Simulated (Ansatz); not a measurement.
# SnSe: the cost of one run

Program: Ansatz 0.2.0. Level of theory: DFT PBE+D3(BJ), scalar-relativistic, plane waves, PAW. These are calculated values, not measurements.

3 further runs of the same task are left out: 1 that didn't finish, 2 set aside as unsound or not needed. Runs told in other sessions of the task aren't counted.

**1. Starting point**

The structure is cubic, space group Fm-3m (No. 225). The conventional cell has a = 5.978 Å, b = 5.978 Å, c = 5.978 Å, α = 90.00°, β = 90.00°, γ = 90.00°. Around Sn (site symmetry m-3m) lie 6 Se at 2.99 Å. Se (site symmetry m-3m) has 6 Sn at 2.99 Å in its first shell of neighbours.

Structure file:

```
Sn Se
1.0
     0.00000    2.98877    2.98877
     2.98877    0.00000    2.98877
     2.98877    2.98877    0.00000
Sn Se
1 1
Direct
  0.00000 0.00000 0.00000
  0.50000 0.50000 0.50000
```

This cell was relaxed beforehand with the same method: volume 26.70 Å³/atom, gap on the mesh 0.52 eV.

Its energy, with the smearing taken to zero, is -11494.8665 eV for the 2-atom cell on a 10×10×10 mesh; differences below count from it.

**2. Cell: atoms packed at random at 1.00 times the crystal's volume**

4 Sn, 4 Se were thrown into a skewed cell at random, at 1.00 times a reference volume of the solid, and pushed apart as soft spheres.

The cell holds 4 Sn, 4 Se: a = 5.708 Å, b = 6.240 Å, c = 6.031 Å, α = 94.72°, β = 93.38°, γ = 91.86°.

**3. Relaxation without symmetry, coarse mesh**

Cell and atoms move without symmetry, on a coarse mesh with loose thresholds.

input.yaml reads:

```yaml
crystal:
  lattice:
    - [5.70472, -0.100569, -0.17538]
    - [-0.100569, 6.234113, -0.253907]
    - [-0.17538, -0.253907, 6.023319]
  atoms:
    - { symbol: Sn, position: [0.9407636243, 0.4223519355, 0.6971772714] }
    - { symbol: Sn, position: [0.5915136665, 0.8224630353, 0.1333543488] }
    - { symbol: Sn, position: [0.0487203351, 0.6422097304, 0.2970671145] }
    - { symbol: Sn, position: [0.4470454262, 0.1649144108, 0.6422552909] }
    - { symbol: Se, position: [0.7503679105, 0.3002753429, 0.179125184] }
    - { symbol: Se, position: [0.80836403, 0.9596335963, 0.6285788014] }
    - { symbol: Se, position: [0.4477517851, 0.5635837449, 0.757965391] }
    - { symbol: Se, position: [0.2368890431, 0.104129778, 0.9934719805] }
  symmetry: { detect: false }
basis:
  ecutwfc: 420
kpoints:
  mp_grid: { grid: [2, 2, 2], shift: [0.5, 0.5, 0.5] }
hamiltonian:
  xc: pbe
  dispersion: d3bj
scf:
  occupations: { method: gaussian, width: 0.1 }
  lower_state_search: "off"
output:
  forces: true
  stress: true
  eigenvalues: true
relax:
  adjacent_minimum: "off"
  f_tol: 0.04
  max_steps: 70
  cell: { stress_tol: 0.3 }
```

On the command line:

```sh
$ ansatz run input.yaml --threads 2 --pin off --max-ram 5120MiB --backend cpu --events-out ev --progress --plain --runs-dir out
```

Q: Estimate wall time and peak memory on 2 threads of Intel Xeon at 2.50GHz (Skylake/Cascade Lake), shared host.

About 1.9 min, with a peak of 0.53 GiB.
